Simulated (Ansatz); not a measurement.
TaN: moving N off its site

TaN, P-6m2, a = 2.938 Å, c = 2.883 Å (as given, not relaxed at this level: -0.2 GPa). This isn't the usual stable structure of the compound. Ansatz: r2SCAN, PAW, 500 eV, Γ-centred 18×18×16 mesh on 2 atoms, Gaussian smearing 0.15 eV; no spin polarisation.

```yaml
crystal:
  lattice:
    - [2.93800, 0.00000, 0.00000]
    - [-1.46900, 2.54438, 0.00000]
    - [0.00000, 0.00000, 2.88300]
  atoms:
    - { symbol: Ta, position: [0.33333, 0.66667, 0.50000] }
    - { symbol: N, position: [0.00000, 0.00000, 0.00000] }
```

Atom 2 (N) moves by x along the unit vector (0.577, 0.577, 0.577), with its periodic images; all else is held. y is the free energy of the cell over the start, F the force along the path summed over the moved atoms.

```
 x (Å) y (meV) F (eV/Å)
-0.100        ?         ?
-0.050     17.3      0.69
 0.000      0.0      0.00
 0.025      4.3     -0.34
 0.075     38.4     -1.02
 0.100     68.3     -1.37
```

Problem. Fit y = c2 x² + c3 x³ + c4 x⁴ to the energies of the other rows, give the force constant, and predict energy and force of the missing row.

Solution. Least squares on the rows shown. y = 6862 x² − 883.7 x³ + 5595 x⁴. The force constant is 2 c2 = 13.7 eV/Å² (for all images moving together, not for a lone atom). The force −dy/dx at the missing row is 1.42 eV/Å (computed 1.42). At x = -0.100 the fit asked for gives 70.1 meV. The run gave 69.9 meV, so the fit is 0.2 meV too high, a small miss on the scale of the series. The form still works here, 33 % of the fitted range beyond its end.

Spin–orbit coupling is left out, which can shift energies with elements as heavy as these.